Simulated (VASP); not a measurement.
# Ni (Im-3m) in VASP: further runs, part 2 of 2

VASP 6.6.1. The steps go on from the part before.

## 4. Single point, BLYP, collinear spin, typed start

INCAR

```
PREC     = Accurate       # precision mode
ENCUT    = 520            # plane-wave cutoff, eV
EDIFF    = 1E-6           # SCF threshold, eV
ISMEAR   = -1             # smearing method
SIGMA    = 0.05           # smearing width, eV
LREAL    = False          # projectors in reciprocal space
LASPH    = True           # aspherical terms in the spheres
NELM     = 150            # most SCF steps
ALGO     = Normal         # electronic algorithm
ISIF     = 2              # what is computed and relaxed
LWAVE    = False          # write WAVECAR
LCHARG   = True           # write CHGCAR
ISPIN    = 2              # spin polarisation
MAGMOM   = 0.8            # initial moments
LORBIT   = 11             # projections on sites
LMAXMIX  = 4              # l up to which the mixer works
GGA      = B5             # functional
ALDAX    = 1.0          
AGGAX    = 1.0          
AGGAC    = 1.0          
ALDAC    = 0.0          
LELF     = True           # ELF
LVHAR    = True         
NBANDS   = 15             # bands
```

KPOINTS

```
Automatic mesh
0
Gamma
  16 16 16
```

POSCAR

```
Ni
1.0
   -1.4239439376      1.4239439376      1.4239439376
    1.4239439376     -1.4239439376      1.4239439376
    1.4239439376      1.4239439376     -1.4239439376
Ni
1
Direct
    0.0000000000      0.0000000000      0.0000000000
```

Potentials or basis: VASP PAW PBE potentials, release 64 (Ni).

The run is started by

```console
$ cat potpaw_PBE.64/Ni/POTCAR > POTCAR
$ mpirun -np 1 vasp_std > vasp.out
```

OUTCAR:

```text
PREC = Accurate
   ENCUT = 520
   EDIFF = 1E-6
   ISMEAR = -1
   LREAL = False
   LASPH = True
   NELM = 150
   ISIF = 2
   ISPIN = 2
   LORBIT = 11
   GGA = B5

 ion  position               nearest neighbor table
   1  0.000  0.000  0.000-

  LATTYP: Found a body centered cubic cell.
 ALAT       =     2.8478878752

  Lattice vectors:

 A1 = (  -1.4239439376,   1.4239439376,   1.4239439376)
 A2 = (   1.4239439376,  -1.4239439376,   1.4239439376)
 A3 = (   1.4239439376,   1.4239439376,  -1.4239439376)

Analysis of symmetry for initial positions (statically):
=====================================================================
 Subroutine PRICEL returns:
 Original cell was already a primitive cell.

 Routine SETGRP: Setting up the symmetry group for a
 body centered cubic supercell.

 Subroutine GETGRP returns: Found 48 space group operations
 (whereof 48 operations were pure point group operations)
 out of a pool of 48 trial point group operations.

The static configuration has the point symmetry O_h .

Analysis of symmetry for dynamics (positions and initial velocities):
=====================================================================
 Subroutine PRICEL returns:
 Original cell was already a primitive cell.

 Routine SETGRP: Setting up the symmetry group for a
 body centered cubic supercell.

 Subroutine GETGRP returns: Found 48 space group operations
 (whereof 48 operations were pure point group operations)
 out of a pool of 48 trial point group operations.

The dynamic configuration has the point symmetry O_h .

Analysis of structural, dynamic, and magnetic symmetry:
=====================================================================
 Subroutine PRICEL returns:
 Original cell was already a primitive cell.

 Routine SETGRP: Setting up the symmetry group for a
 body centered cubic supercell.

 Subroutine GETGRP returns: Found 48 space group operations
 (whereof 48 operations were pure point group operations)
 out of a pool of 48 trial point group operations.

The overall configuration has the point symmetry O_h .

 Subroutine INISYM returns: Found 48 space group operations
 (whereof 48 operations are pure point group operations),
 and found     1 'primitive' translations

----------------------------------------------------------------------------------------

                                     Primitive cell

  volume of cell :      11.5488

  direct lattice vectors                    reciprocal lattice vectors
    -1.423943938  1.423943938  1.423943938     0.000000000  0.351137420  0.351137420
     1.423943938 -1.423943938  1.423943938     0.351137420  0.000000000  0.351137420
     1.423943938  1.423943938 -1.423943938     0.351137420  0.351137420  0.000000000

  length of vectors
     2.466343247  2.466343247  2.466343247     0.496583301  0.496583301  0.496583301

  position of ions in fractional coordinates (direct lattice)
     0.000000000  0.000000000  0.000000000

  ion indices of the primitive-cell ions
   primitive index   ion index
                 1           1

----------------------------------------------------------------------------------------

 KPOINTS: Automatic mesh

Automatic generation of k-mesh.
 Grid dimensions read from file:
 generate k-points for:   16   16   16

 Generating k-lattice:
[... 70 lines left out ...]
   POTIM  = 0.5000    time-step for ionic-motion
   TEBEG  =    0.0;   TEEND  =   0.0 temperature during run
   PSTRESS=    0.0 pullay stress
   NELECT =      10.0000    total number of electrons
   NUPDOWN=      -1.0000    fix difference up-down
   EMIN   =  10.00;   EMAX   =-10.00  energy-range for DOS
   EFERMI =   0.00;   METHOD = LEGACY
   ISMEAR =    -1;   SIGMA  =   0.05  broadening in eV -4-tet -1-fermi 0-gaus
   EFERMI_NEDOS =   21; number of points for ismear=-14 and -15
   IALGO  =     38    algorithm
   IMIX   =      4    mixing-type and parameters
     AMIX     =   0.40;   BMIX     =  1.00
     AMIX_MAG =   1.60;   BMIX_MAG =  1.00
  volume/ion in A,a.u.               =      11.55        77.94
  Fermi-wavevector in a.u.,A,eV,Ry     =   1.560374  2.948679 33.127002  2.434766
  Thomas-Fermi vector in A             =   2.663595
   LORBIT       =     11    0 simple, 1 ext, 2 COOP (PROOUT), +10 PAW based schemes
   GGA     = B5    functional components
   LHFCALC =     F    Hartree Fock is set to
   AEXX    =    0.0000 exact exchange contribution
   IVDW    =     0    specifies the selected vdW correction
   LEPSILON=     F    determine dielectric tensor
   LRPA    =     F    only Hartree local field effects (RPA)
 spin polarized calculation
  energy-cutoff  :      520.00
  volume of cell :       11.55
 maximum number of plane-waves:       323
   NGX =  9   NGY =  9   NGZ =  9

 number of electron      10.0000002 magnetization       0.5506291

 Free energy of the ion-electron system (eV)
  ---------------------------------------------------
  ext. energy  EPLUGINS =         0.00000000
  ---------------------------------------------------
  free energy    TOTEN  =        -4.53053479 eV

  energy without entropy =       -4.51795001  energy(sigma->0) =       -4.52424240

 E-fermi :   8.8763     XC(G=0): -12.3180

 val. band max:        8.8729865924   @ k =  -0.3125  -0.4375   0.0625
 cond. band min:       8.8877368596   @ k =  -0.3125   0.3750   0.1875
 fundamental gap:      0.0147502672
 Fermi energy:         8.8763087574

 spin component 1

 k-point     1 :       0.0000    0.0000    0.0000
  band No.  band energies     occupation
      1       0.5474      1.00000
      2       6.7403      1.00000
      3       6.7403      1.00000
      4       6.7403      1.00000
      5       8.0519      1.00000
      6       8.0519      1.00000
      7      35.0857      0.00000
      8      35.0857      0.00000
      9      35.0857      0.00000
     10      39.3694      0.00000
     11      39.3694      0.00000
     12      39.3694      0.00000
     13      39.5734      0.00000
     14      39.5734      0.00000
[... 403 lines left out ...]
      4       7.8235      1.00000
      5       8.2162      1.00000
      6       9.4434      0.00001
      7      20.3261      0.00000
      8      22.4028      0.00000
      9      28.4871      0.00000
     10      35.1663      0.00000
     11      38.4917      0.00000
     12      42.4028      0.00000
     13      46.6037      0.00000
     14      48.2328      0.00000
     15      50.4481      0.00000

 [... further k-points ...]

 spin component 2

 k-point     1 :       0.0000    0.0000    0.0000
  band No.  band energies     occupation
      1       0.5523      1.00000
      2       7.4003      1.00000
      3       7.4003      1.00000
      4       7.4003      1.00000
      5       8.5041      0.99942
      6       8.5041      0.99942
      7      35.0143      0.00000
      8      35.0143      0.00000
      9      35.0143      0.00000
     10      39.5325      0.00000
     11      39.5325      0.00000
     12      39.5359      0.00000
     13      39.5359      0.00000
     14      39.5359      0.00000
[... 403 lines left out ...]
      4       8.3492      0.99997
      5       8.7219      0.95638
      6       9.9975      0.00000
      7      20.4866      0.00000
      8      22.5315      0.00000
      9      28.5675      0.00000
     10      35.1863      0.00000
     11      38.5586      0.00000
     12      42.4597      0.00000
     13      46.6620      0.00000
     14      48.3360      0.00000
     15      50.4883      0.00000

 [... further k-points ...]

------------------------ aborting loop because EDIFF is reached ----------------------------------------

  FORCE on cell =-STRESS in cart. coord.  units (eV):
  Direction    XX          YY          ZZ          XY          YZ          ZX
  --------------------------------------------------------------------------------------
  -------------------------------------------------------------------------------------
  Total        0.0091309      0.0091309      0.0091309      0.0000000      0.0000000     -0.0000000
  in kB        1.2667326      1.2667326      1.2667326      0.0000000      0.0000000     -0.0000000
  external PRESSURE =       1.2667326 kB  Pullay stress =       0.0000000 kB

 VOLUME and BASIS-vectors are now :
 -----------------------------------------------------------------------------
  energy-cutoff  :      520.00
  volume of cell :       11.55
      direct lattice vectors                 reciprocal lattice vectors
    -1.423943938  1.423943938  1.423943938     0.000000000  0.351137420  0.351137420
     1.423943938 -1.423943938  1.423943938     0.351137420  0.000000000  0.351137420
     1.423943938  1.423943938 -1.423943938     0.351137420  0.351137420  0.000000000

 POSITION                                       TOTAL-FORCE (eV/Angst)
 -----------------------------------------------------------------------------------
      0.00000      0.00000      0.00000        -0.000000      0.000000      0.000000
 -----------------------------------------------------------------------------------
    total drift:                                0.000000     -0.000000      0.000000

  FREE ENERGIE OF THE ION-ELECTRON SYSTEM (eV)
  ---------------------------------------------------
  free  energy   TOTEN  =        -4.5305347852 eV

  energy  without entropy=       -4.5179500085  energy(sigma->0) =       -4.52424240

 total charge

# of ion       s       p       d       tot
------------------------------------------
    1        0.472   0.425   8.366   9.263

 magnetization (x)

# of ion       s       p       d       tot
------------------------------------------
    1       -0.005  -0.014   0.578   0.559
```

It took 32 s on 1 thread of AMD EPYC 9R45 (Zen 5), shared host; peak memory 0.11 GiB.

What came out:

```
Free energy                                           : -4.5305 eV
Pressure                                              : 0.1 GPa
Band gap on the k mesh                                : none (metal or under the smearing width)
Net moment                                            : 0.55 μB per cell
Site moments                                          : Ni +0.56 μB
Valence electrons inside the program's atomic spheres : Ni 9.26
```

Caveat: the PAW data sets were made with another functional, which shifts forces and pressure a little.

## 5. Relaxation of cell and atoms, BLYP, collinear spin, typed start

This run uses another cell than the first one, of 10.94 Å³/atom, 0.947 times its volume.

INCAR

```
SYSTEM = Ni
PREC = Accurate
ENCUT = 600
EDIFF = 1E-7
ISMEAR = -1
SIGMA = 0.05
LREAL = .False.
LASPH = .True.
NELM = 150
ALGO = Normal
ISIF = 3
LWAVE = .False.
LCHARG = .False.
ISPIN = 2
MAGMOM = 0.8
LORBIT = 11
LMAXMIX = 4
GGA = B5
ALDAX = 1.0
AGGAX = 1.0
AGGAC = 1.0
ALDAC = 0.0
IBRION = 2
NSW = 80
EDIFFG = -0.01
```

KPOINTS

```
Automatic mesh
0
Gamma
  16 16 16
  0 0 0
```

POSCAR

```
Ni
1.0
   -1.3984527048      1.3984527048      1.3984527048
    1.3984527048     -1.3984527048      1.3984527048
    1.3984527048      1.3984527048     -1.3984527048
Ni
1
Direct
    0.0000000000      0.0000000000      0.0000000000
```

Potentials or basis: VASP PAW PBE potentials, release 64 (Ni).

The run is started by

```console
$ cat potpaw_PBE.64/Ni/POTCAR > POTCAR
$ mpirun -np 1 vasp_std > vasp.out
```

OUTCAR:

```text
SYSTEM = Ni
   PREC = Accurate
   ENCUT = 600
   EDIFF = 1E-7
   ISMEAR = -1
   LREAL = .False.
   LASPH = .True.
   NELM = 150
   ISIF = 3
   ISPIN = 2
   LORBIT = 11
   GGA = B5
   IBRION = 2
   NSW = 80
   EDIFFG = -0.01

 ion  position               nearest neighbor table
   1  0.000  0.000  0.000-

  LATTYP: Found a body centered cubic cell.
 ALAT       =     2.7969054096

  Lattice vectors:

 A1 = (  -1.3984527048,   1.3984527048,   1.3984527048)
 A2 = (   1.3984527048,  -1.3984527048,   1.3984527048)
 A3 = (   1.3984527048,   1.3984527048,  -1.3984527048)

Analysis of symmetry for initial positions (statically):
=====================================================================
 Subroutine PRICEL returns:
 Original cell was already a primitive cell.

 Routine SETGRP: Setting up the symmetry group for a
 body centered cubic supercell.

 Subroutine GETGRP returns: Found 48 space group operations
 (whereof 48 operations were pure point group operations)
 out of a pool of 48 trial point group operations.
[... 269 lines left out ...]
  band No.  band energies     occupation
      1       0.5436      1.00000
      2       6.7342      1.00000
      3       6.7342      1.00000
      4       6.7342      1.00000
      5       8.0448      1.00000
      6       8.0448      1.00000
      7      35.0730      0.00000
      8      35.0730      0.00000
      9      35.0730      0.00000
[... 265 lines left out ...]
 k-point    24 :       0.2500    0.1875   -0.0000
  band No.  band energies     occupation
      1       4.7918      1.00000
      2       6.1225      1.00000
      3       6.4411      1.00000
      4       7.8166      1.00000
      5       8.2090      1.00000
      6       9.4355      0.00001
      7      20.3143      0.00000
      8      22.3904      0.00000
      9      28.4729      0.00000

 [... further k-points ...]

 spin component 2

 k-point     1 :       0.0000    0.0000    0.0000
  band No.  band energies     occupation
      1       0.5485      1.00000
      2       7.3945      1.00000
      3       7.3945      1.00000
      4       7.3945      1.00000
      5       8.4972      0.99941
      6       8.4972      0.99941
      7      35.0015      0.00000
      8      35.0015      0.00000
      9      35.0015      0.00000
[... 304 lines left out ...]
  FREE ENERGIE OF THE ION-ELECTRON SYSTEM (eV)
  ---------------------------------------------------
  free  energy   TOTEN  =        -4.5303924508 eV

  energy  without entropy=       -4.5178034311  energy(sigma->0) =       -4.52409794

 reached required accuracy - stopping structural energy minimisation

 total charge

# of ion       s       p       d       tot
------------------------------------------
    1        0.472   0.425   8.366   9.262

 magnetization (x)

# of ion       s       p       d       tot
------------------------------------------
    1       -0.005  -0.014   0.578   0.559
```

CONTCAR:

```text
Ni
   1.00000000000000
    -1.4241918777476352    1.4241918777476352    1.4241918777476354
     1.4241918777476352   -1.4241918777476352    1.4241918777476354
     1.4241918777476352    1.4241918777476352   -1.4241918777476354
  Ni
     1
Direct
     0.0000000000000000    0.0000000000000000    0.0000000000000000

  0.00000000E+00  0.00000000E+00  0.00000000E+00
```

It took 70 s on 1 thread of AMD EPYC 9R45 (Zen 5), shared host; peak memory 0.12 GiB.

What came out:

| Property | Result |
| --- | --- |
| Free energy | -4.5304 eV |
| Relaxed volume | 11.55 Å³/atom |
| Relaxed cell | a = 2.467 Å, b = 2.467 Å, c = 2.467 Å, α = 109.47°, β = 109.47°, γ = 109.47° |
| Space group after relaxing (to 0.05 Å) | Im-3m (No. 229) |
| Energy gained by relaxing | 18.2 meV/atom |
| Ionic steps | 3 |
| Pressure after relaxing | 0.0 GPa |
| Band gap on the k mesh | none (metal or under the smearing width) |
| Net moment | 0.55 μB per cell |
| Site moments | Ni +0.56 μB |
| Valence electrons inside the program's atomic spheres | Ni 9.26 |

Step by step:
| step | energy change (eV) | largest force (eV/Å) | pressure (GPa) | volume (Å³) |
| --- | --- | --- | --- | --- |
| 1 | 0.0000 | 0.0000 | 10.06 | 10.94 |
| 2 | -0.0077 | 0.0000 | -6.33 | 12.06 |
| 3 | -0.0182 | 0.0000 | -0.04 | 11.55 |

Final structure:
```cif
data_structure
_symmetry_space_group_name_H-M 'P 1'
_symmetry_Int_Tables_number 1
_cell_length_a 2.4668
_cell_length_b 2.4668
_cell_length_c 2.4668
_cell_angle_alpha 109.471
_cell_angle_beta 109.471
_cell_angle_gamma 109.471
_cell_volume 11.55
loop_
_atom_site_label
_atom_site_type_symbol
_atom_site_fract_x
_atom_site_fract_y
_atom_site_fract_z
_atom_site_occupancy
Ni1 Ni 0.00000 0.00000 0.00000 1
```

Levels at points of the mesh, in eV from the Fermi level:
Spin up:
| k point | band 2 | band 3 | band 4 | band 5 | band 6 | band 7 | band 8 | band 9 |
| --- | --- | --- | --- | --- | --- | --- | --- | --- |
| (0.00, 0.00, 0.00) | -2.13 | -2.13 | -2.13 | -0.82 | -0.82 | 26.20 | 26.20 | 26.20 |
| (0.50, 0.00, 0.00) | -2.96 | -0.91 | -0.69 | -0.07 | 0.58 | 6.09 | 18.80 | 19.08 |
| (0.50, 0.50, 0.50) | -3.79 | -0.27 | -0.27 | -0.27 | 9.50 | 9.50 | 9.50 | 15.48 |
Spin down:
```
           k point  band 2  band 3  band 4  band 5  band 6  band 7  band 8  band 9
(0.00, 0.00, 0.00)   -1.47   -1.47   -1.47   -0.37   -0.37   26.13   26.13   26.13
(0.50, 0.00, 0.00)   -2.36   -0.38   -0.23    0.57    0.68    6.43   18.76   19.18
(0.50, 0.50, 0.50)   -3.48    0.47    0.47    0.47    9.55    9.55    9.55   15.59
```

Caveat: the PAW data sets were made with another functional, which shifts forces and pressure a little.

## 6. Overview

| task | cell | k mesh | cutoff (eV) | gap on the mesh (eV) | pressure (GPa) | moment (μB) |
| --- | --- | --- | --- | --- | --- | --- |
| single point | Im-3m, 11.55 Å³/atom | 25 × 25 × 25 | 520 | none | 0.1 | 0.55 |
| single point | Im-3m, 12.93 Å³/atom | 17 × 17 × 17 | 520 | none | -14.0 | 0.60 |
| single point | Im-3m, 11.55 Å³/atom | 16 × 16 × 16 | 520 | none | 0.1 | 0.55 |
| relaxation of cell and atoms | relaxed | 16 × 16 × 16 | 600 | none | 0.0 | 0.55 |

Alike in all rows: level BLYP; potentials or basis VASP PAW PBE potentials, release 64 (Ni); spin collinear, typed start; smearing fermi-dirac 0.05 eV.

Every run on the cell as given and a fine mesh finds a metal.

Caveats: the PAW data sets were made with another functional, which shifts forces and pressure a little.

Absolute energies hang on the potentials; compare differences alone.
